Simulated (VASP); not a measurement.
Here is a VASP 6.6.1 calculation.

Contents of INCAR:

```
PREC     = Accurate       # precision mode
ENCUT    = 600            # plane-wave cutoff, eV
EDIFF    = 1E-7           # SCF threshold, eV
ISMEAR   = -1             # smearing method
SIGMA    = 0.05           # smearing width, eV
LREAL    = False          # projectors in reciprocal space
LASPH    = True           # aspherical terms in the spheres
NELM     = 80             # most SCF steps
ALGO     = Fast           # electronic algorithm
ISIF     = 3              # what is computed and relaxed
LWAVE    = False          # write WAVECAR
LCHARG   = False          # write CHGCAR
GGA      = BO             # functional
LUSE_VDW = True         
AGGAC    = 0.0          
PARAM1   = 0.1833333333 
PARAM2   = 0.22         
IBRION   = 2              # ionic algorithm
NSW      = 60             # ionic steps
EDIFFG   = -0.005         # ionic threshold
```

Contents of KPOINTS:

```
Automatic mesh
0
Gamma
  10 10 10
```

The input POSCAR:

```
BAs
1.0
    0.0000000000      2.3885000000      2.3885000000
    2.3885000000      0.0000000000      2.3885000000
    2.3885000000      2.3885000000      0.0000000000
As B
1 1
Direct
    0.7500000000      0.7500000000      0.7500000000
    0.0000000000      0.0000000000      0.0000000000
```

Potentials or basis: VASP PAW PBE potentials, release 64 (As, B).

The run is started by

```sh
$ cat potpaw_PBE.64/As/POTCAR potpaw_PBE.64/B/POTCAR > POTCAR
$ mpirun -np 1 vasp_std > vasp.out
```

Task: Estimate the space group after relaxing (to 0.05 Å).

Result: F-43m (No. 216).

Task: Estimate the band gap on the k mesh.

Result: 1.29 eV, indirect (least direct gap 3.28 eV).

Task: What does it give for the relaxed volume?

Result: 14.04 Å³/atom.

Task: What does it give for the relaxed cell?

Result: a = 3.412 Å, b = 3.412 Å, c = 3.412 Å, α = 60.00°, β = 60.00°, γ = 60.00°.

Step by step:
```
step  energy change (eV)  largest force (eV/Å)  pressure (GPa)  volume (Å³)
   1              0.0000                0.0000            4.15        27.25
   2             -0.0056                0.0000           -2.57        28.67
   3             -0.0104                0.0000            0.01        28.08
```

Caveat: the PAW data sets were made with another functional, which shifts forces and pressure a little. Zero-point motion and thermal expansion aren't in these numbers.
